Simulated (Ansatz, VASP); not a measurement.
Ir: VASP beside Ansatz

The input INCAR:

```
PREC = Accurate ; ENCUT = 520
EDIFF = 1E-7 ; ISMEAR = -1
SIGMA = 0.05 ; LREAL = F
LASPH = T ; NELM = 60
ALGO = Normal ; ISIF = 2
LWAVE = F ; LCHARG = T
GGA = PS ; LELF = T
LVHAR = T ; NBANDS = 16
```

KPOINTS

```
regular mesh
0
Gamma
  11 11 6
```

File POSCAR:

```
Ir
1.0
    2.7513778946      0.0000000000      0.0000000000
   -1.3756889473      2.3827631521      0.0000000000
    0.0000000000      0.0000000000      4.4622900000
Ir
2
Direct
    0.3333333333      0.6666666667      0.2500000000
    0.6666666667      0.3333333333      0.7500000000
```

input.yaml

```yaml
crystal:
  lattice:
    - [2.7513778946, 0.0, 0.0]
    - [-1.3756889473, 2.3827631521, 0.0]
    - [0.0, 0.0, 4.46229]
  atoms:
    - { symbol: Ir, position: [0.3333333333, 0.6666666667, 0.25] }
    - { symbol: Ir, position: [0.6666666667, 0.3333333333, 0.75] }
kpoints:
  mp_grid: { grid: [11, 11, 6] }
  band_path:
    path:
      - [0.0, 0.0, 0.0]
      - [0.5, 0.0, 0.0]
      - [0.3333333333, 0.3333333333, 0.0]
      - [0.0, 0.0, 0.0]
      - [0.0, 0.0, 0.5]
      - [0.5, 0.0, 0.5]
      - [0.3333333333, 0.3333333333, 0.5]
      - [0.0, 0.0, 0.5]
    npoints: 10
scf:
  occupations: { method: fermi_dirac, width: 0.05 }
hamiltonian:
  xc: pbesol
  pseudopotentials: { kind: all_electron, lapw: { basis_error: 0.001 } }
output:
  forces: true
  stress: true
  eigenvalues: true
```

Alike in both runs: functional PBEsol; k mesh 11 × 11 × 6; occupations fermi-dirac, width 0.05 eV; no spin polarisation.

```csv
,VASP,Ansatz
version,VASP 6.6.1,Ansatz 0.2.0
potentials or method,"VASP PAW PBE potentials, release 64 (Ir)","all-electron LAPW, scalar-relativistic"
plane-wave cutoff (eV),520,see its input
task,single point,band structure
```

VASP gave:

- gap on the k mesh at the Fermi level (eV): none
- pressure (GPa): -11.6
- largest component of the traceless stress (GPa): 0.32

**Question.** What did Ansatz give for the same quantities?

**Answer.** gap on the k mesh at the Fermi level (eV): none; pressure (GPa): -12.4; largest component of the traceless stress (GPa): 0.37.

A gap of «none» marks a metal or a gap that the smearing closes. Ansatz ran all-electron here, so the differences hold the error of VASP's frozen core and of both bases.

Caveats: the PAW data sets were made with another functional, which shifts forces and pressure a little (VASP); spin-orbit coupling is left out, which moves the levels of the heavy elements (Ansatz). Spin-orbit coupling is left out, which matters for the levels of Ir.
